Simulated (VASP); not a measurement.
Wanted: the native input for a VASP 6.6.1 run.

```yaml
Task: relaxation of cell and atoms
Functional: PBE
Potentials_or_basis: VASP PAW PBE potentials, release 64 (H, Mo_sv)
Cutoff: 520 eV
k_mesh: 4 × 4 × 3
Occupations: gaussian, width 0.15 eV
Spin: no spin polarisation
Further_INCAR_settings: PREC = Normal; ALGO = Fast; EDIFF = 0.0001; IBRION = 2; EDIFFG = -0.08; NSW = 24; ISIF = 3
```

The structure of MoH6 lies in POSCAR:

```
MoH6
1.0
    3.7549418900      0.0000000000      0.0000000000
   -1.8774709500      3.2518750700      0.0000000000
    0.0000000000      0.0000000000      5.2185738200
H Mo
6 1
Direct
    0.3333333300      0.6666666700      0.5000000000
    0.6666666700      0.3333333300      0.5000000000
    0.0000000000      0.0000000000      0.0000000000
    0.5000000000      0.0000000000      0.0000000000
    0.0000000000      0.5000000000      0.0000000000
    0.5000000000      0.5000000000      0.0000000000
    0.0000000000      0.0000000000      0.5000000000
```

The cell was built by a generator and needn't be a form met in nature.

These files were run (other wordings do the same):

INCAR

```
SYSTEM = MoH6
  ALGO = Fast
  EDIFF = 1E-4
  EDIFFG = -0.08
  ENCUT = 520
  GGA = PE
  IBRION = 2
  ISIF = 3
  ISMEAR = 0
  KPAR = 2
  LASPH = .True.
  LCHARG = .False.
  LREAL = .False.
  LWAVE = .False.
  NELM = 60
  NSW = 24
  PREC = Normal
  SIGMA = 0.15
```

KPOINTS

```
k-points
0
Gamma
  4 4 3
  0 0 0
```

Potentials or basis: VASP PAW PBE potentials, release 64 (H, Mo_sv).

Command:

```console
$ cat potpaw_PBE.64/H/POTCAR potpaw_PBE.64/Mo_sv/POTCAR > POTCAR
$ mpirun -np 2 vasp_std > vasp.out
```

It gave:

| Quantity | Value |
| --- | --- |
| Relaxed volume | 5.54 Å³/atom |
| Relaxed cell | a = 3.134 Å, b = 3.134 Å, c = 4.556 Å, α = 90.00°, β = 90.00°, γ = 120.00° |
| Space group after relaxing (to 0.05 Å) | P6/mmm (No. 191) |
| Energy gained by relaxing | 455.0 meV/atom |
| Ionic steps | 12 |
| Pressure after relaxing | -1.4 GPa |
| Band gap on the k mesh | none (metal or under the smearing width) |

Caveat: the k mesh is coarse (spacing up to 0.48 Å⁻¹), so the values aren't converged; the volume moved by over 15 % at a fixed basis, so the end points are rough.

It took 18 s on 2 MPI ranks on Intel(R) Xeon(R) 6975P-C (Granite Rapids), with other jobs on the host, peak memory 0.15 GiB a rank.
